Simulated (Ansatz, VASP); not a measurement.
W: VASP beside Ansatz

INCAR

```
SYSTEM = W
PREC = Accurate ; ENCUT = 520
EDIFF = 1E-6 ; ISMEAR = 0
SIGMA = 0.15 ; LREAL = .FALSE.
LASPH = .TRUE. ; NELM = 60
ALGO = Normal ; ISIF = 2
LWAVE = .FALSE. ; LCHARG = .TRUE.
LELF = .TRUE. ; LVHAR = .TRUE.
NBANDS = 13
```

Contents of KPOINTS:

```
Automatic mesh
0
G
  20 20 20
  0 0 0
```

POSCAR

```
W
1.0
    0.0000000000      2.0300000000      2.0300000000
    2.0300000000      0.0000000000      2.0300000000
    2.0300000000      2.0300000000      0.0000000000
W
1
Direct
    0.0000000000      0.0000000000      0.0000000000
```

Input for Ansatz:

```yaml
crystal:
  lattice:
    - [0.0, 2.03, 2.03]
    - [2.03, 0.0, 2.03]
    - [2.03, 2.03, 0.0]
  atoms:
    - { symbol: W, position: [0.0, 0.0, 0.0] }
basis:
  ecutwfc: 420
kpoints:
  mp_grid: { grid: [20, 20, 20] }
hamiltonian:
  xc: lda
scf:
  occupations: { method: gaussian, width: 0.15 }
output:
  forces: true
  stress: true
  eigenvalues: true
```

This isn't the form of W at room conditions, which is bcc.

Alike in both runs: task single point; functional LDA; k mesh 20 × 20 × 20; occupations gaussian, width 0.15 eV; no spin polarisation.

```csv
,VASP,Ansatz
version,VASP 6.6.1,Ansatz 0.2.0
potentials or method,"VASP PAW LDA potentials, release 64 (W_sv)","scalar-relativistic, plane waves, PAW"
plane-wave cutoff (eV),520,420
valence electrons in the cell,14,14
```

VASP gave:

- gap on the k mesh at the Fermi level (eV): none
- pressure (GPa): -16.5

What did Ansatz give for the same quantities?

gap on the k mesh at the Fermi level (eV): none; pressure (GPa): -17.8.

A gap of «none» marks a metal or a gap that the smearing closes.

Caveats: so large a pressure means that the cell lies far from this level's equilibrium, or that cutoff or potentials fall short (VASP). Spin-orbit coupling is left out, which matters for the levels of W.
